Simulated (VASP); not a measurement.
Crystal: Hf.

```xyz
1
Lattice="2.8913 0.0000 0.0000 0.0000 2.8913 0.0000 0.0000 0.0000 2.8913" Properties=species:S:1:pos:R:3 pbc="T T T"
Hf    0.0000    0.0000    0.0000
```

The cell was built by a generator and needn't be a form met in nature.

| Property | Result |
| --- | --- |
| Program | VASP 6.6.1 |
| Task | relaxation of cell and atoms |
| Functional | RPBE |
| Potentials or basis | VASP PAW PBE potentials, release 64 (Hf_pv) |
| Cutoff | 600 eV |
| k mesh | 11 × 11 × 11 |
| Occupations | fermi-dirac, width 0.1 eV |
| Spin | no spin polarisation |

At the start: pressure 4.2 GPa; volume 24.17 Å³/atom.

Where does the relaxation end?

Over 3 steps the energy falls by 17.1 meV/atom and the volume is 25.54 Å³/atom (+5.7 %); space group Pm-3m (No. 221, to 0.05 Å).

The path:
```
step  energy change (eV)  largest force (eV/Å)  pressure (GPa)  volume (Å³)
   1              0.0000                0.0000            4.16        24.17
   2             -0.0107                0.0000           -2.23        26.43
   3             -0.0171                0.0000            0.00        25.54
```

Final structure:
```cif
data_structure
_symmetry_space_group_name_H-M 'P 1'
_symmetry_Int_Tables_number 1
_cell_length_a 2.9450
_cell_length_b 2.9450
_cell_length_c 2.9450
_cell_angle_alpha 90.000
_cell_angle_beta 90.000
_cell_angle_gamma 90.000
_cell_volume 25.54
loop_
_atom_site_label
_atom_site_type_symbol
_atom_site_fract_x
_atom_site_fract_y
_atom_site_fract_z
_atom_site_occupancy
Hf1 Hf 0.00000 0.00000 0.00000 1
```

Caveat: the PAW data sets were made with another functional, which shifts forces and pressure a little.
